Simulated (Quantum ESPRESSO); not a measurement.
# Effort and miss along a sweep of vacuum between outermost atoms (Å): the (110) slab of CsBr (cut from a parent of space group no. 221; 4 atoms in the cell)

```
CELL_PARAMETERS angstrom
      6.15405     0.00000     0.00000
      0.00000     4.35157     0.00000
      0.00000     0.00000    17.05870
ATOMIC_POSITIONS crystal
  Cs 0.92857 0.00000 0.41035
  Cs 0.42857 0.00000 0.58965
  Br 0.42857 0.50000 0.41035
  Br 0.92857 0.50000 0.58965
```

Computed with LDA (PW92), PseudoDojo standard norm-conserving (LDA) pseudopotentials (plane waves; Quantum ESPRESSO).

Base settings: ecutwfc = 50 Ry; occupations = smearing; smearing = methfessel-paxton; degauss = 0.019992 Ry; mixing_mode = local-TF; potentials = {Cs: Cs.upf, Br: Br.upf}; K_POINTS = automatic 3 4 1 0 0 0; conv_thr = 1e-10 Ry; mixing_beta = 0.3.

Misses are taken against the tightest run, 28.0, which need not be fully converged itself. The energy is the free energy per atom.

The count of work is k-points × plane waves × bands × iterations; it is no time, and leaves out set-up, grids and terms that scale otherwise. Core times come from one kind of shared machine and are given to one figure; runs under 30 s give none.

The starting cell comes from a database of computed structures (which also holds hypothetical and non-ambient phases and stackings), without a prior relaxation at this level. The slab is cut from that crystal, and its faces are unrelaxed. Its lattice was rescaled in the plane by a random factor within 2.5 % of one. Spin polarisation is off, though cut faces can carry moments; a gap of a slab can lie between surface states.

The runs (vacuum between outermost atoms (Å)): 3.0 | 4.0 | 5.0 | 6.0 | 8.0 | 10.0 | 12.0 | 14.0 | 15.0 | 18.0 | 22.0 | 28.0.

Question: Which is the coarsest setting among those run that, with all tighter ones, holds the energy within 20 meV/atom of the reference, and what does it save?

Answer: 6.0, off by 7.6 meV/atom; it needs 0.19 of the reference's count of work.

Question: Which is the coarsest setting among those run that, with all tighter ones, holds the energy within 0.5 meV/atom of the reference, and what does it save?

Answer: 10.0, off by 0.11 meV/atom; it needs 0.27 of the reference's count of work and about 0.3 of the reference's time.

```tsv
vacuum between outermost atoms (Å)	energy less reference (meV/atom)	largest difference in the force on any atom (eV/Å)	gap on the mesh less reference (eV)	count of work / reference	core time / reference (rough)
3.0	-231.73	0.252	0.369	0.093	–
4.0	-92.76	0.224	-0.190	0.18	–
5.0	-26.85	0.078	-0.375	0.16	–
6.0	-7.62	0.023	-0.332	0.19	–
8.0	-0.82	0.002	-0.140	0.23	0.2
10.0	-0.11	0.000	-0.043	0.27	0.3
12.0	-0.02	0.000	-0.012	0.36	0.4
14.0	-0.01	0.000	-0.003	0.38	0.4
15.0	0.00	0.000	-0.002	0.43	0.4
18.0	0.00	0.000	0.000	0.56	0.5
22.0	0.00	0.000	0.000	0.74	0.7
28.0	0.00	0.000	0.000	1.0	1
```
